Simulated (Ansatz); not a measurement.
# Sn3GeO8: the cost of one run

Program: Ansatz 0.2.0. PAW datasets, plane waves, zero pressure. No spin polarisation. The prototype was imposed, so other structures may be more stable.

### Step 1. The structure to begin with

Space group Cmmm (No. 65), orthorhombic; conventional cell a = 6.651 Å, b = 6.651 Å, c = 6.332 Å, 11.67 Å³ an atom. Near Ge stand 6 O at 2.04 Å; near Sn stand 6 O at 2.04 Å; near O stand 1 Ge at 2.04 Å and 2 Sn at 2.04 Å; near O stand 2 Sn at 2.04 Å and 1 Ge at 2.04 Å.

As a file:

```cif
data_structure
_symmetry_space_group_name_H-M 'P 1'
_symmetry_Int_Tables_number 1
_cell_length_a 4.7031
_cell_length_b 4.7031
_cell_length_c 6.3319
_cell_angle_alpha 90.000
_cell_angle_beta 90.000
_cell_angle_gamma 90.000
_cell_volume 140.06
loop_
_atom_site_label
_atom_site_type_symbol
_atom_site_fract_x
_atom_site_fract_y
_atom_site_fract_z
_atom_site_occupancy
Ge1 Ge 0.50000 0.50000 0.00000 1
Sn1 Sn 0.00000 0.00000 0.75000 1
O1 O 0.19403 0.19403 0.00000 1
O2 O 0.80597 0.80597 0.00000 1
O3 O 0.69403 0.30597 0.75000 1
O4 O 0.30597 0.69403 0.75000 1
Sn2 Sn 0.50000 0.50000 0.50000 1
Sn3 Sn 0.00000 0.00000 0.25000 1
O5 O 0.19403 0.19403 0.50000 1
O6 O 0.80597 0.80597 0.50000 1
O7 O 0.69403 0.30597 0.25000 1
O8 O 0.30597 0.69403 0.25000 1
```

### Step 2. Relaxation with PBE

File input.yaml:

```yaml
crystal:
  lattice:
    - [3.32558824, -3.32558824, 0.0]
    - [3.32558824, 3.32558824, 0.0]
    - [0.0, 0.0, 6.33189614]
  atoms:
    - { symbol: Ge, position: [0.5, 0.5, 0.0] }
    - { symbol: Sn, position: [0.0, 0.0, 0.75] }
    - { symbol: O, position: [0.1940277, 0.1940277, 0.0] }
    - { symbol: O, position: [0.8059723, 0.8059723, 0.0] }
    - { symbol: O, position: [0.6940277, 0.3059723, 0.75] }
    - { symbol: O, position: [0.3059723, 0.6940277, 0.75] }
    - { symbol: Sn, position: [0.5, 0.5, 0.5] }
    - { symbol: Sn, position: [0.0, 0.0, 0.25] }
    - { symbol: O, position: [0.1940277, 0.1940277, 0.5] }
    - { symbol: O, position: [0.8059723, 0.8059723, 0.5] }
    - { symbol: O, position: [0.6940277, 0.3059723, 0.25] }
    - { symbol: O, position: [0.3059723, 0.6940277, 0.25] }
kpoints:
  mp_grid: { grid: [6, 6, 4] }
hamiltonian:
  xc: pbe
scf:
  occupations: { method: fermi_dirac, width: 0.02 }
relax:
  f_tol: 0.005
  cell: {}
```

**Question.** How long does this run take on 1 × NVIDIA H100 80GB HBM3 with 2 threads of AMD EPYC 7R13 (Zen 3), shared host, and how much memory does it need?

About 18 s, with a peak of 1.2 GiB on the host.
